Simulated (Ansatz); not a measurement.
# Ligand exchange: C3H10Si2 + C4H10 → C2H8Si2 + C5H12

Species: C3H10Si2 `C[SiH2]/C=C/[SiH3]`, singlet; C4H10 (butane) `CCCC`, singlet; C2H8Si2 `[SiH3]/C=C/[SiH3]`, singlet; C5H12 (isopentane) `CCC(C)C`, singlet. The partners trade CH3 for H: Si–CH3 and C–H bonds give way to Si–H and C–CH3.

Shapes, held fixed at every level: PBE0-D4/def2-TZVP. Flexible molecules stand in one conformer, not always the lowest. Programs: Ansatz 0.2.0. Electronic energies: no zero-point or thermal term.

```csv
level,kind,ΔE (kJ/mol),less CCSD(T)/CBS estimate
HF/def2-SVP,Hartree–Fock,+36.8,-1.7
r2SCAN-D4/def2-TZVPP,meta-GGA,+43.0,+4.5
BHLYP-D4/def2-TZVPP,global hybrid,+41.2,+2.7
MP2/def2-TZVPP,perturbation theory,+37.7,-0.8
CCSD(T)/def2-TZVPP,coupled cluster or CI,+36.8,-1.7
CCSD/def2-TZVPP,coupled cluster or CI,+37.7,-0.8
CCSD(T)/CBS estimate,coupled cluster or CI,+38.5,0.0
```

The highest level, CCSD(T)/CBS estimate, gives ΔE = +38.5 kJ/mol; the levels span +36.8 to +43.0. The column of differences is taken from that level and isn't an error. No measured value is set beside it here. The CBS estimate extrapolates MP2 from def2-TZVPP and def2-QZVPP and adds CCSD(T) − MP2 in the triple-zeta set, cores frozen.
